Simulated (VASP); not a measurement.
Set up this calculation in VASP 6.6.1, as the native input.

| Quantity | Value |
| --- | --- |
| Task | single point |
| Functional | LDA |
| Potentials or basis | VASP PAW LDA potentials, release 64 (Au) |
| Cutoff | 520 eV |
| k mesh | 12 × 12 × 1 |
| Occupations | gaussian, width 0.1 eV |
| Spin | no spin polarisation |
| Dipole correction | yes |
| Further INCAR settings | ALGO = Fast; EDIFF = 1e-07; NBANDS = 48 |

The structure of Au lies in POSCAR:

```
Au
1.0
    2.8625650284      0.0000000000      0.0000000000
    0.0000000000      2.8625650284      0.0000000000
    0.0000000000      0.0000000000     27.1448348590
Au
7
Direct
    0.5000000000      0.5000000000      0.2762956577
    0.0000000000      0.0000000000      0.3508637718
    0.5000000000      0.5000000000      0.4254318859
    0.0000000000      0.0000000000      0.5000000000
    0.5000000000      0.5000000000      0.5745681141
    0.0000000000      0.0000000000      0.6491362282
    0.5000000000      0.5000000000      0.7237043423
```

The slab is cut from a database's or a generator's crystal, which needn't be the stable form of the element.

The cell isn't the ideal one: (1 0 0) slab cut from the bulk.

One way to write it, as run:

INCAR

```
PREC = Accurate ; ENCUT = 520
EDIFF = 1E-7 ; ISMEAR = 0
SIGMA = 0.1 ; LREAL = False
LASPH = True ; NELM = 100
ALGO = Fast ; ISIF = 2
LWAVE = False ; LCHARG = False
LDIPOL = True ; IDIPOL = 3
DIPOL = 0.5 0.5 0.500 ; NBANDS = 48
```

KPOINTS

```
regular mesh
0
Gamma
  12 12 1
```

Potentials or basis: VASP PAW LDA potentials, release 64 (Au).

The run is started by

```bash
$ cat potpaw_LDA.64/Au/POTCAR > POTCAR
$ mpirun -np 1 vasp_std > vasp.out
```

It gave:

```
Largest force          : 0.148 eV/Å
Band gap on the k mesh : none (metal or under the smearing width)
```

Wall time 8.4 min on 1 thread of AMD EPYC 7R13 Processor (Zen 3) (shared host), peak memory 0.35 GiB.
